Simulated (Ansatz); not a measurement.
**S: computed properties**

Theory: Ansatz, DFT PBE+D3(BJ), scalar-relativistic, plane waves, PAW.

Plane waves to 420 eV, a k mesh through Γ of 6×6×6 on the computed 6-atom cell and Gaussian smearing (0.02 eV); no spin polarisation.

The structure is relaxed at this level of theory with its symmetry kept. This form isn't the element's structure at ambient conditions.

```cif
data_structure
_symmetry_space_group_name_H-M 'R-3:H'
_symmetry_Int_Tables_number 148
_cell_length_a 10.5691
_cell_length_b 10.5691
_cell_length_c 4.1806
_cell_angle_alpha 90.000
_cell_angle_beta 90.000
_cell_angle_gamma 120.000
_cell_volume 404.43
loop_
_atom_site_label
_atom_site_type_symbol
_atom_site_symmetry_multiplicity
_atom_site_Wyckoff_symbol
_atom_site_fract_x
_atom_site_fract_y
_atom_site_fract_z
_atom_site_occupancy
S1 S 18 f 0.81923 0.52822 0.44091 1
```

* Space group: R-3 (No. 148)
* Volume per atom: 151.6 bohr³
* Kohn–Sham band gap: 1.87 eV
* Löwdin character of the top 1 eV of the valence band: S 3p 94 %
* Löwdin character of the lowest 1 eV of the conduction band: S 3p 79 %, S 3s 12 %, unprojected 9 %
* Bader charges (e): S (6 in the cell) 0.00